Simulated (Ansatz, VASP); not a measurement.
## Au: VASP beside Ansatz

INCAR

```
PREC = Accurate
ENCUT = 520
EDIFF = 1E-7
ISMEAR = 0
SIGMA = 0.05
LREAL = False
LASPH = True
NELM = 80
ALGO = Normal
ISIF = 2
LWAVE = False
LCHARG = True
GGA = PE
LELF = True
LVHAR = True
NBANDS = 12
```

The input KPOINTS:

```
regular mesh
0
Gamma
  18 18 18
```

File POSCAR:

```
Au
1.0
    0.0000000000      2.0350000000      2.0350000000
    2.0350000000      0.0000000000      2.0350000000
    2.0350000000      2.0350000000      0.0000000000
Au
1
Direct
    0.0000000000      0.0000000000      0.0000000000
```

Input for Ansatz:

```yaml
crystal:
  lattice:
    - [0.0, 2.035, 2.035]
    - [2.035, 0.0, 2.035]
    - [2.035, 2.035, 0.0]
  atoms:
    - { symbol: Au, position: [0.0, 0.0, 0.0] }
basis:
  ecutwfc: 420
  ecutrho_ratio: 4
kpoints:
  mp_grid: { grid: [18, 18, 18] }
hamiltonian:
  xc: pbe
scf:
  occupations: { method: gaussian, width: 0.05 }
output:
  forces: true
  stress: true
  eigenvalues: true
```

Alike in both runs: task single point; functional PBE; k mesh 18 × 18 × 18; occupations gaussian, width 0.05 eV; no spin polarisation.

```csv
,VASP,Ansatz
version,VASP 6.6.1,Ansatz 0.2.0
potentials or method,"VASP PAW PBE potentials, release 64 (Au)","scalar-relativistic, plane waves, PAW"
plane-wave cutoff (eV),520,420
valence electrons in the cell,11,19
```

```tsv
	VASP	Ansatz	Ansatz less VASP
gap on the k mesh at the Fermi level (eV)	none	none	-
pressure (GPa)	10.6	10.9	+0.32
```

A gap of «none» marks a metal or a gap that the smearing closes. The functional is the same, so the differences come from potentials, cutoffs and numerics. The two sets of potentials don't hold the same shells in valence.

Spin-orbit coupling is left out, which matters for the levels of Au.
